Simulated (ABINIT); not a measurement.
# HfC (Fm-3m) in ABINIT: notebook

The runs below take HfC through single point, with PBEsol, LDA.

Program: ABINIT 10.8.3 (patched build). These are calculated values, not measurements. Logs are shortened: lines on timing, memory, paths and dates and some standing lists are left out, and cuts for length are marked. The log counts tension as positive stress, the text compression.

## (1) Starting point

Symmetry: Fm-3m, No. 225, cubic system. The conventional cell has a = 4.650 Å, b = 4.650 Å, c = 4.650 Å, α = 90.00°, β = 90.00°, γ = 90.00°. Around Hf (site symmetry m-3m) lie 6 C at 2.33 Å. Around C (site symmetry m-3m) lie 6 Hf at 2.33 Å.

## (2) Single point, PBEsol

Contents of run.abi:

```
# Pseudopotentials
pp_dirpath "./"
pseudos "Hf.upf, C.upf"

# Structure
acell 3*1.0
rprim
     0.0000000000     4.3936132398     4.3936132398
     4.3936132398     0.0000000000     4.3936132398
     4.3936132398     4.3936132398     0.0000000000
ntypat 2
znucl 72 6
natom 2
typat 1 2
xred
     0.5000000000     0.5000000000     0.5000000000
     0.0000000000     0.0000000000     0.0000000000

# Plane-wave basis
ecut 37.0

# k points
kptopt 1
ngkpt 8 8 8
nshiftk 1
shiftk 0.0 0.0 0.0

# Exchange and correlation
ixc -116133

# Bands and occupations
nband 12
occopt 3
tsmear 0.00183747

# SCF cycle
nstep 100
tolvrs 1.0e-10

# Output
iomode 3
prtwf 0
prtden 0
prteig 0
prtebands 0
enunit 1
```

Potentials or basis: PseudoDojo NC SR PBEsol v0.4.1 standard.

The run is started by

```sh
abinit run.abi > log 2>&1
```

run.abo:

```text
.Version 10.8.3 of ABINIT
 Symmetries : space group Fm -3 m (#225); Bravais cF (face-center cubic)
================================================================================
 Values of the parameters that define the memory need of the present run
     intxc =       0    ionmov =       0      iscf =       7    lmnmax =       8
     lnmax =       8     mgfft =      36  mpssoang =       4    mqgrid =    3001
     natom =       2  nloc_mem =       1    nspden =       1   nspinor =       1
    nsppol =       1      nsym =      48    n1xccc =    2501    ntypat =       2
    occopt =       3   xclevel =       2
       mpw =        1847          nfft =       46656          nkpt =          29
================================================================================
================================================================================

--------------------------------------------------------------------------------
------------- Echo of variables that govern the present computation ------------
--------------------------------------------------------------------------------
 -outvars: echo values of preprocessed input variables --------
            acell      1.0000000000E+00  1.0000000000E+00  1.0000000000E+00 Bohr
              amu      1.78490000E+02  1.20110000E+01
             ecut      3.70000000E+01 Hartree
           enunit           1
              ixc     -116133
         kptrlatt        8    0    0      0    8    0      0    0    8
          kptrlen      4.97080595E+01
            natom           2
            nband          12
            ngfft          36      36      36
             nkpt          29
            nstep         100
             nsym          48
           ntypat           2
           occopt           3
           prtden           0
        prtebands           0
           prteig           0
            prtwf           0
            rprim      0.0000000000E+00  4.3936132398E+00  4.3936132398E+00
                       4.3936132398E+00  0.0000000000E+00  4.3936132398E+00
                       4.3936132398E+00  4.3936132398E+00  0.0000000000E+00
          spgroup         225
           tolvrs      1.00000000E-10
           tsmear      1.83747000E-03 Hartree
            typat      1  2
           xangst      2.3249999984E+00  2.3249999984E+00  2.3249999984E+00
                       0.0000000000E+00  0.0000000000E+00  0.0000000000E+00
            xcart      4.3936132398E+00  4.3936132398E+00  4.3936132398E+00
                       0.0000000000E+00  0.0000000000E+00  0.0000000000E+00
             xred      5.0000000000E-01  5.0000000000E-01  5.0000000000E-01
                       0.0000000000E+00  0.0000000000E+00  0.0000000000E+00
            znucl       72.00000    6.00000

================================================================================

 chkinp: Checking input parameters for consistency.

================================================================================
== DATASET  1 ==================================================================

--- !DatasetInfo
iteration_state: {dtset: 1, }
dimensions: {natom: 2, nkpt: 29, mband: 12, nsppol: 1, nspinor: 1, nspden: 1, mpw: 1847, }
cutoff_energies: {ecut:  37.0, pawecutdg:  -1.0, }
electrons: {nelect:   1.60000000E+01, charge:   0.00000000E+00, occopt:   3.00000000E+00, tsmear:   1.83747000E-03, }
meta: {optdriver: 0, ionmov: 0, optcell: 0, iscf: 7, paral_kgb: 0, }
...

 Real(R)+Recip(G) space primitive vectors, cartesian coordinates (Bohr,Bohr^-1):
 R(1)=  0.0000000  4.3936132  4.3936132  G(1)= -0.1138016  0.1138016  0.1138016
 R(2)=  4.3936132  0.0000000  4.3936132  G(2)=  0.1138016 -0.1138016  0.1138016
 R(3)=  4.3936132  4.3936132  0.0000000  G(3)=  0.1138016  0.1138016 -0.1138016
 Unit cell volume ucvol=  1.6962719E+02 bohr^3
 Angles (23,13,12)=  6.00000000E+01  6.00000000E+01  6.00000000E+01 degrees

 getcut: wavevector=  0.0000  0.0000  0.0000  ngfft=  36  36  36
         ecut(hartree)=     37.000   => boxcut(ratio)=   2.11592

--- Pseudopotential description ------------------------------------------------
- pspini: atom type   1  psp file is ./Hf.upf
12 -116133 3 -1 1656                          pspcod,pspxc,lmax,lloc,mmax
     nproj     2     2     2     2

- pspini: atom type   2  psp file is ./C.upf
12 -116133 1 -1 1248                          pspcod,pspxc,lmax,lloc,mmax
     nproj     2     2     0     0

   4.21438400E+02                                ecore*ucvol(ha*bohr**3)
--------------------------------------------------------------------------------

================================================================================

--- !BeginCycle
iteration_state: {dtset: 1, }
solver: {iscf: 7, nstep: 100, nline: 4, wfoptalg: 0, }
tolerances: {tolvrs: 1.00E-10, }
...

     iter   Etot(hartree)      deltaE(h)  residm     vres2
 ETOT  1  -62.288812882903    -6.229E+01 1.178E-01 7.729E+02
 ETOT  2  -62.270544063885     1.827E-02 8.217E-02 9.757E+02
 ETOT  3  -62.459967705180    -1.894E-01 2.465E-02 3.401E-01
 ETOT  4  -62.460131734671    -1.640E-04 1.264E-03 2.884E-02
 ETOT  5  -62.460134027117    -2.292E-06 1.065E-03 1.120E-02
 ETOT  6  -62.460136419625    -2.393E-06 1.930E-04 3.491E-04
 ETOT  7  -62.460136489934    -7.031E-08 4.266E-05 5.123E-06
 ETOT  8  -62.460136490920    -9.863E-10 4.922E-05 2.392E-07
 ETOT  9  -62.460136490972    -5.203E-11 2.895E-05 3.818E-09
 ETOT 10  -62.460136490974    -1.492E-12 1.914E-05 3.885E-12

 At SCF step   10       vres2   =  3.89E-12 < tolvrs=  1.00E-10 =>converged.

 Cartesian components of stress tensor (hartree/bohr^3)
  sigma(1 1)=  2.18517802E-04  sigma(3 2)=  0.00000000E+00
  sigma(2 2)=  2.18517802E-04  sigma(3 1)=  0.00000000E+00
  sigma(3 3)=  2.18517802E-04  sigma(2 1)=  0.00000000E+00

--- !ResultsGS
iteration_state: {dtset: 1, }
comment   : Summary of ground state results
lattice_vectors:
- [  0.0000000,   4.3936132,   4.3936132, ]
- [  4.3936132,   0.0000000,   4.3936132, ]
- [  4.3936132,   4.3936132,   0.0000000, ]
lattice_lengths: [   6.21351,    6.21351,    6.21351, ]
lattice_angles: [ 60.000,  60.000,  60.000, ] # degrees, (23, 13, 12)
lattice_volume:   1.6962719E+02
convergence: {deltae: -1.492E-12, res2:  3.885E-12, residm:  1.914E-05, diffor: null, }
etotal    :  -6.24601365E+01
entropy   :   0.00000000E+00
fermie    :   4.03591788E-01
cartesian_stress_tensor: # hartree/bohr^3
- [  2.18517802E-04,   0.00000000E+00,   0.00000000E+00, ]
- [  0.00000000E+00,   2.18517802E-04,   0.00000000E+00, ]
- [  0.00000000E+00,   0.00000000E+00,   2.18517802E-04, ]
pressure_GPa:  -6.4290E+00
xred      :
- [  5.0000E-01,   5.0000E-01,   5.0000E-01, Hf]
- [  0.0000E+00,   0.0000E+00,   0.0000E+00,  C]
cartesian_forces: # hartree/bohr
- [ -0.00000000E+00,  -0.00000000E+00,  -0.00000000E+00, ]
- [ -0.00000000E+00,  -0.00000000E+00,  -0.00000000E+00, ]
force_length_stats: {min:   0.00000000E+00, max:   0.00000000E+00, mean:   0.00000000E+00, }
...

 Integrated electronic density in atomic spheres:
 ------------------------------------------------
 Atom  Sphere_radius  Integrated_density
    1        2.00000          8.42731903
    2        2.00000          3.85988767
================================================================================

 ----iterations are completed or convergence reached----

 Mean square residual over all n,k,spin=   13.317E-08; max=  19.136E-06
 reduced coordinates (array xred) for    2 atoms
       0.500000000000      0.500000000000      0.500000000000
       0.000000000000      0.000000000000      0.000000000000
 rms dE/dt=  0.0000E+00; max dE/dt=  0.0000E+00; dE/dt below (all hartree)
    1       0.000000000000      0.000000000000      0.000000000000
    2       0.000000000000      0.000000000000      0.000000000000

 cartesian coordinates (angstrom) at end:
    1      2.32499999844655     2.32499999844655     2.32499999844655
    2      0.00000000000000     0.00000000000000     0.00000000000000

 cartesian forces (hartree/bohr) at end:
    1     -0.00000000000000    -0.00000000000000    -0.00000000000000
    2     -0.00000000000000    -0.00000000000000    -0.00000000000000
 frms,max,avg= 0.0000000E+00 0.0000000E+00   0.000E+00  0.000E+00  0.000E+00 h/b

 cartesian forces (eV/Angstrom) at end:
    1     -0.00000000000000    -0.00000000000000    -0.00000000000000
    2     -0.00000000000000    -0.00000000000000    -0.00000000000000
 frms,max,avg= 0.0000000E+00 0.0000000E+00   0.000E+00  0.000E+00  0.000E+00 e/A
 length scales=  1.000000000000  1.000000000000  1.000000000000 bohr
              =  0.529177210544  0.529177210544  0.529177210544 angstroms
 Fermi (or HOMO) energy (eV) =  10.98229   Average Vxc (eV)= -12.88192
 Eigenvalues (   eV  ) for nkpt=  29  k points:
 kpt#   1, nband= 12, wtk=  0.00195, kpt=  0.0000  0.0000  0.0000 (reduced coord)
 -49.98873  -18.43382  -18.43382  -18.43382   -1.24843   12.08998   12.08998   12.08998
  12.39790   12.39790   12.39790   14.41298
 prteigrs : prtvol=0 or 1, do not print more k-points.

--- !EnergyTerms
iteration_state     : {dtset: 1, }
comment             : Components of total free energy in Hartree
kinetic             :  1.84852154272010E+01
hartree             :  6.56373169233969E+00
xc                  : -1.63049771186939E+01
Ewald energy        : -4.76937911381635E+01
psp_core            :  2.48449791238048E+00
local_psp           : -2.84182308886086E+01
non_local_psp       :  2.42351220191297E+00
internal            : -6.24600419116319E+01
'-kT*entropy'       : -9.45793417391563E-05
total_energy        : -6.24601364909736E+01
total_energy_eV     : -1.69962689903258E+03
band_energy         : -5.87649486737001E+00
...

 Cartesian components of stress tensor (hartree/bohr^3)
  sigma(1 1)=  2.18517802E-04  sigma(3 2)=  0.00000000E+00
  sigma(2 2)=  2.18517802E-04  sigma(3 1)=  0.00000000E+00
  sigma(3 3)=  2.18517802E-04  sigma(2 1)=  0.00000000E+00

-Cartesian components of stress tensor (GPa)         [Pressure= -6.4290E+00 GPa]
- sigma(1 1)=  6.42901569E+00  sigma(3 2)=  0.00000000E+00
- sigma(2 2)=  6.42901569E+00  sigma(3 1)=  0.00000000E+00
- sigma(3 3)=  6.42901569E+00  sigma(2 1)=  0.00000000E+00

== END DATASET(S) ==============================================================
================================================================================

 -outvars: echo values of variables after computation  --------
            acell      1.0000000000E+00  1.0000000000E+00  1.0000000000E+00 Bohr
           etotal     -6.2460136491E+01
            fcart     -0.0000000000E+00 -0.0000000000E+00 -0.0000000000E+00
                      -0.0000000000E+00 -0.0000000000E+00 -0.0000000000E+00
            rprim      0.0000000000E+00  4.3936132398E+00  4.3936132398E+00
                       4.3936132398E+00  0.0000000000E+00  4.3936132398E+00
                       4.3936132398E+00  4.3936132398E+00  0.0000000000E+00
           strten      2.1851780166E-04  2.1851780166E-04  2.1851780166E-04
                       0.0000000000E+00  0.0000000000E+00  0.0000000000E+00
           xangst      2.3249999984E+00  2.3249999984E+00  2.3249999984E+00
                       0.0000000000E+00  0.0000000000E+00  0.0000000000E+00
             xred      5.0000000000E-01  5.0000000000E-01  5.0000000000E-01
                       0.0000000000E+00  0.0000000000E+00  0.0000000000E+00
 Calculation completed.
```

It took 24 s on 1 thread of Arm Neoverse V1, shared host; peak memory 0.07 GiB.

What came out:

```
Free energy                                           : -1699.6269 eV
Pressure                                              : -6.4 GPa
Band gap on the k mesh                                : none (metal or under the smearing width)
Valence electrons inside the program's atomic spheres : Hf 8.43; C 3.86
```

The run has no spin-orbit coupling, so splittings on Hf are missing.

## (3) Single point, LDA

Edit run.abi of step 2 so:

```diff
@@ -1,2 +1 @@
-# Pseudopotentials
 pp_dirpath "./"
@@ -4,3 +3,2 @@
 
-# Structure
 acell 3*1.0
@@ -18,6 +16,4 @@
 
-# Plane-wave basis
-ecut 37.0
+ecut 843.552974 eV
 
-# k points
 kptopt 1
@@ -27,6 +23,4 @@
 
-# Exchange and correlation
-ixc -116133
+ixc 7
 
-# Bands and occupations
 nband 12
@@ -35,3 +29,2 @@
 
-# SCF cycle
 nstep 100
@@ -39,3 +32,2 @@
 
-# Output
 iomode 3
@@ -45,2 +37,2 @@
 prtebands 0
-enunit 1
+enunit 2
```

Potentials or basis: PseudoDojo NC SR LDA v0.4.1 standard.

The run is started by

```sh
abinit run.abi > log 2>&1
```

Wall time 22 s (1 thread of Intel Xeon Platinum 8259CL at 2.50GHz (Skylake/Cascade Lake), shared host); peak memory 0.06 GiB.

The run converged. Its results:

| Item | Value |
| --- | --- |
| Free energy | -1702.2085 eV |
| Band gap on the k mesh | none (metal or under the smearing width) |
| Valence electrons inside the program's atomic spheres | Hf 8.45; C 3.88 |

Levels at points of the mesh, in eV from the Fermi level:
| k point | band 5 | band 6 | band 7 | band 8 | band 9 | band 10 | band 11 | band 12 |
| --- | --- | --- | --- | --- | --- | --- | --- | --- |
| (0.00, 0.00, 0.00) | -12.12 | 1.10 | 1.10 | 1.10 | 1.38 | 1.38 | 1.38 | 3.40 |
| (0.50, 0.00, 0.00) | -8.28 | -6.09 | -2.94 | -2.94 | 5.28 | 5.28 | 5.75 | 6.70 |
| (0.50, 0.50, 0.00) | -10.20 | -2.48 | -1.76 | 0.00 | 0.00 | 5.32 | 6.70 | 6.70 |

Caveat: the cutoff is too short for stress, so the log's stress isn't used. Spin-orbit coupling is left out, which matters for the levels of Hf.

## (4) Single point, PBEsol

Contents of run.abi:

```
# Pseudopotentials
pp_dirpath "./"
pseudos "Hf.upf, C.upf"

# Structure
acell 6.2135074315 6.2135074315 6.2135074315
rprim
     0.0000000000     0.7071067812     0.7071067812
     0.7071067812     0.0000000000     0.7071067812
     0.7071067812     0.7071067812     0.0000000000
ntypat 2
znucl 72 6
natom 2
typat 1 2
xred
     0.5000000000     0.5000000000     0.5000000000
     0.0000000000     0.0000000000     0.0000000000

# Plane-wave basis
ecut 37.0

# k points
kptopt 1
ngkpt 8 8 8
nshiftk 1
shiftk 0.0 0.0 0.0

# Exchange and correlation
ixc -116133

# Bands and occupations
nband 12
occopt 3
tsmear 0.00183747

# SCF cycle
nstep 100
tolvrs 1.0e-10

# Output
iomode 3
prtwf 0
prtden 0
prteig 0
prtebands 0
enunit 2
```

Potentials or basis: PseudoDojo NC SR PBEsol v0.4.1 standard.

The run is started by

```sh
mpirun --bind-to none -np 4 abinit run.abi > log 2>&1
```

Wall time 6.6 s (4 MPI ranks of Arm Neoverse V2, shared host); peak memory 0.24 GiB.

It converged, with:

- Free energy: -1699.6269 eV
- Pressure: -6.4 GPa
- Band gap on the k mesh: none (metal or under the smearing width)
- Valence electrons inside the program's atomic spheres: Hf 8.43; C 3.86

Levels at points of the mesh, in eV from the Fermi level:
```csv
k point,band 6,band 7,band 8,band 9,band 10,band 11
"(0.00, 0.00, 0.00)",1.11,1.11,1.11,1.42,1.42,1.42
"(0.50, 0.00, 0.00)",-6.12,-2.94,-2.94,5.36,5.36,5.82
"(0.50, 0.50, 0.00)",-2.54,-1.76,-0.01,-0.01,5.36,6.80
```

Spin-orbit coupling is left out, which matters for the levels of Hf.
